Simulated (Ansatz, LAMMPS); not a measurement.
# Structural relaxation of amorphous TiO2 at 3.44 g/cm^3 (84 atoms), part 2 of 2

How does amorphous TiO2 at 3.44 g/cm^3 (84 atoms) relax, and what do bonds, charges and levels look like afterwards?

Ansatz 0.2.0; Kohn-Sham DFT, PBE, PAW (set soft_2), plane waves.

The cell: 28 Ti and 56 O. The quench rate of 50 K/ps is many orders above laboratory rates. The starting topology of bonds comes from the classical model. Only the Γ point is sampled in the main run, in a cell whose shortest periodic width is 10 Å.

So far. Step 4 (Relaxation): The relaxation changed the energy by -46.4 meV/atom, and atoms moved by 0.28 Å r.m.s., 0.64 Å at most. Step 7 (K-mesh 2×2×2): Forces differ from those of the single point at the relaxed geometry by 16 meV/Å r.m.s.; the energy by -0.21 meV/atom and the gap by -0.032 eV. It took 3.6 min and 12 cycles; the reference's time can't be set against it, since the two runs asked for unlike analyses.

**8. Functional HSE06**

HSE06 mixes in a quarter of exact exchange at short range, which counters self-interaction, at a higher cost.

This step: Kohn-Sham DFT, HSE06, PAW (set soft_2), plane waves (Ansatz 0.2.0).

Input file input.yaml:

```yaml
crystal:
  lattice:
    - [10.2552, 0.0, 0.0]
    - [0.0, 10.2552, 0.0]
    - [0.0, 0.0, 10.2552]
  atoms:
    [... the 84 atom lines of step 6 ...]
kpoints:
  mp_grid: { grid: [1, 1, 1] }
hamiltonian:
  xc: hse06
scf:
  occupations: { method: fermi_dirac, width: 0.025 }
output:
  forces: true
  stress: true
  populations: true
  dos:
    method: { smearing: { sigma: 0.08 } }
    de: 0.05
    projected: { site_lists: { O: [O], Ti: [Ti] } }
  eigenvalues: true
```

Run with:

```console
$ ansatz run input.yaml --threads 4 --pin off --max-ram 8192MiB --backend cpu --events-out ev --progress --plain --runs-dir out
```

It took 7.8 min on 4 threads of Arm Neoverse V1, shared host; peak memory 3.7 GiB.

The program notes that the exchange threshold is loose for the stress and the SCF threshold is loose for the stress.

Geometry and reference: those of the single point at the relaxed geometry.

Forces differ from those of the single point at the relaxed geometry by 205 meV/Å r.m.s.; the pressure by -6.1 GPa and the gap by +1.5 eV. It took 7.8 min and 28 cycles; the reference's time can't be set against it, since the two runs asked for unlike analyses.

Read from the output:

* free energy: -101850.4837 eV
* free energy per atom: -1212.5058 eV/atom
* SCF cycles: 28
* pressure: -4.679 GPa
* r.m.s. force component: 0.2065 eV/Å
* longest force: 0.6892 eV/Å
* Fermi energy: 6.982 eV
* gap (highest filled to lowest empty level): 4.271 eV
* spilling of the projection: 0.004058

Length of the force by element and coordination:

```tsv
element	coordination	atoms	mean length of the force (eV/Å)	spread	least	most
O	all	56	0.325	0.15	0.0825	0.689
O	2	31	0.380	0.157	0.113	0.689
O	3	24	0.251	0.106	0.0825	0.539
O	4	1	0.388	0	0.388	0.388
Ti	all	28	0.330	0.137	0.069	0.616
Ti	4	9	0.286	0.152	0.069	0.477
Ti	5	12	0.354	0.136	0.121	0.616
Ti	6	7	0.345	0.0967	0.241	0.511
```

Löwdin charges by element and coordination (they lack the spilled electrons, 0.032 e an atom on average):

```tsv
element	coordination	atoms	mean charge (e)	spread	least	most
O	all	56	-0.704	0.0505	-0.797	-0.606
O	2	31	-0.666	0.0275	-0.716	-0.606
O	3	24	-0.751	0.028	-0.797	-0.692
O	4	1	-0.750	0	-0.750	-0.750
Ti	all	28	1.50	0.027	1.45	1.55
Ti	4	9	1.49	0.0255	1.45	1.52
Ti	5	12	1.51	0.027	1.46	1.55
Ti	6	7	1.52	0.0189	1.48	1.54
```

States in the cell by windows of 1 eV, zero at the Fermi level; the larger projections on atomic orbitals stand beside the total:

```tsv
from (eV)	to (eV)	total	O p	Ti d
-10	-8	0.0	0.0	0.0
-8	-7	2.9	2.1	0.6
-7	-6	65.1	46.5	15.4
-6	-5	88.7	66.6	18.5
-5	-4	60.4	49.4	8.9
-4	-3	73.6	64.7	7.0
-3	-2	45.3	42.0	2.5
-2	2	0.0	0.0	0.0
2	3	56.7	4.2	50.4
3	4	68.5	9.1	55.2
```

Between -26 and -10 eV lie 112 more states.

The stored curve holds about 448 of the 672 electrons; the rest, give or take the few that broadening carries across the Fermi level, lie in deeper levels below its range.

The levels nearest the highest filled one (over half full), pooled over k-points and spins:

```tsv
level less the highest filled one (eV)	occupation
-0.355	2
-0.329	2
-0.209	2
-0.188	2
-0.0848	2
0	2
4.27	0
4.32	0
4.36	0
4.40	0
4.43	0
4.47	0
```

**9. Functional r2SCAN (500 eV)**

The meta-GGA r2SCAN uses the kinetic energy density as well as the density and its gradient. Besides, the cutoff goes from 420 to 500 eV.

This step: Kohn-Sham DFT, r2SCAN, PAW (set soft_2), plane waves (Ansatz 0.2.0).

Changes to input.yaml since step 8:

```diff
@@ -10,3 +10,3 @@
 hamiltonian:
-  xc: hse06
+  xc: r2scan
 scf:
```

It took 53 s on 4 threads; peak memory 3 GiB; 3.4 min of CPU time.

Geometry and reference: those of the single point at the relaxed geometry.

Forces differ from those of the single point at the relaxed geometry by 66 meV/Å r.m.s.; the pressure by -4.0 GPa and the gap by +0.34 eV. It took 53 s and 12 cycles; the reference's time can't be set against it, since the two runs asked for unlike analyses.

**10. Functional PBEsol**

PBEsol restores the gradient expansion of exchange for slowly varying densities and usually gives shorter bonds in solids than PBE.

This step: Kohn-Sham DFT, PBEsol, PAW (set soft_2), plane waves (Ansatz 0.2.0).

Changes to input.yaml since step 9:

```diff
@@ -10,3 +10,3 @@
 hamiltonian:
-  xc: r2scan
+  xc: pbesol
 scf:
```

Run time: 25 s. Hardware: 4 threads; peak memory 1.5 GiB; 95 s of CPU time.

Geometry and reference: those of the single point at the relaxed geometry.

Forces differ from those of the single point at the relaxed geometry by 72 meV/Å r.m.s.; the pressure by -5.0 GPa and the gap by -0.025 eV.

**11. Cost against change**

Each row is set against the single point at the relaxed geometry (Kohn-Sham DFT, PBE, PAW (set soft_2), plane waves; r.m.s. force component 0.0104 eV/Å). Energies are set beside the reference only for runs with its functional, potentials and electron count. Times are for 4 threads of Arm Neoverse V1, shared host. The reference's time includes grids, which some other runs skip.

```tsv
run	Δ force, r.m.s. (meV/Å)	Δ energy (meV/atom)	Δ pressure (GPa)	Δ gap (eV)	cycles	time	host memory (GiB)
reference	-	-	-	-	12	24 s	1.5
k-mesh 2×2×2	16.2	-0.205	0.0057	-0.032	12	3.6 min	5.7
functional HSE06	205	-	-6.07	1.50	28	7.8 min	3.7
functional r2SCAN (500 eV)	65.5	-	-4.04	0.338	12	53 s	3.0
functional PBEsol	72.4	-	-5.00	-0.0246	13	25 s	1.5
```

**12. Results**

```
energy change in the relaxation                  : -46.41 meV/atom
r.m.s. displacement                              : 0.282 Å
largest displacement                             : 0.642 Å
free energy per atom                             : -1212.7921 eV/atom
pressure                                         : 1.394 GPa
r.m.s. force component                           : 0.01041 eV/Å
gap (highest filled to lowest empty level) : 2.769 eV
wall time of the 7 DFT runs                      : 16 min
```

Relaxation lowers the energy by 46.4 meV/atom and moves atoms by 0.28 Å r.m.s.; the r.m.s. force component goes from 0.65 to 0.010 eV/Å. By the final cutoffs 2 of 131 bonded pairs parted and 9 joined. First to last step the energy falls by 3.898 eV; the largest move, 0.64 Å, is that of O73. The O-Ti bonds go from 1.889 Å (spread 0.187) to 1.929 Å (spread 0.154), and their number from 131 to 138. Counting bonds as in the table, 55 % of O atoms have 2 and 43 % of Ti atoms have 5 bonded neighbours. Between filled and empty levels lie 2.77 eV (at Γ alone); a semilocal functional tends to put such gaps too low. In a disordered cell it changes from sample to sample, and tail or defect levels can set it.

Among the changes of functional, dispersion, potentials or spin set against this reference, functional HSE06 moves the forces most, by 205 meV/Å r.m.s. The gap changes by +1.50 eV with HSE06.

Caveats: The starting topology of bonds comes from the classical model; in DFT 2 of its 131 bonded pairs passed out of the cutoffs and 9 came within them. The stress is far from hydrostatic: its diagonal is 3.0, -0.5, 1.6 GPa, compression counted positive.

[Logs are printed without paths, hosts, clocks, repeated set-up lines and the standing remarks that a program may print on its own settings, such as how far it seeks lower states.]

[Hosts, paths, dates, database ids (printed as entryN), source tags and the programs' standing remarks are cut or masked in the printed files.]
